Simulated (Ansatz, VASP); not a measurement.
**HgTe: VASP beside Ansatz**

INCAR

```
AGGAC = 1.0 ; AGGAX = 1.0
ALDAC = 0.0 ; ALDAX = 1.0
ALGO = Normal ; EDIFF = 1E-6
ENCUT = 520 ; GGA = B5
ISIF = 2 ; ISMEAR = -1
LASPH = True ; LCHARG = True
LELF = True ; LREAL = False
LVHAR = True ; LWAVE = False
NBANDS = 16 ; NELM = 80
PREC = Accurate ; SIGMA = 0.05
```

File KPOINTS:

```
k-points
0
Gamma
  6 6 6
```

POSCAR

```
HgTe
1.0
   -3.0456030000      3.0456030000      1.5594100000
    3.0456030000     -3.0456030000      1.5594100000
    3.0456030000      3.0456030000     -1.5594100000
Hg Te
1 1
Direct
    0.2500000000      0.7500000000      0.5000000000
    0.0000000000      0.0000000000      0.0000000000
```

Input for Ansatz:

```yaml
crystal:
  lattice:
    - [-3.045603, 3.045603, 1.55941]
    - [3.045603, -3.045603, 1.55941]
    - [3.045603, 3.045603, -1.55941]
  atoms:
    - { symbol: Hg, position: [0.25, 0.75, 0.5] }
    - { symbol: Te, position: [0.0, 0.0, 0.0] }
kpoints:
  mp_grid:
    grid: [6, 6, 6]
hamiltonian:
  xc: blyp
scf:
  occupations:
    method: fermi_dirac
    width: 0.05
output:
  stress: true
```

Measurements of this composition are mostly on another form, of space group No. 216.

Alike in both runs: task single point; functional BLYP; k mesh 6 × 6 × 6; occupations fermi-dirac, width 0.05 eV; no spin polarisation.

|  | VASP | Ansatz |
| --- | --- | --- |
| version | VASP 6.6.1 | Ansatz 0.2.0 |
| potentials or method | VASP PAW PBE potentials, release 64 (Hg, Te) | plane waves, PAW |
| plane-wave cutoff (eV) | 520 | 420 |
| valence electrons in the cell | 18 | 36 |

Ansatz gave:

| Property | Result |
| --- | --- |
| pressure (GPa) | 4.6 |

Task: What did VASP give for the same quantities?

Result: Pressure (GPa): 4.9.

The two sets of potentials don't hold the same shells in valence.

Caveats: the k mesh is coarse (spacing up to 0.38 Å⁻¹), so the values aren't converged; the PAW data sets were made with another functional, which shifts forces and pressure a little (VASP). Spin-orbit coupling is left out, which matters for the levels of Hg, Te.
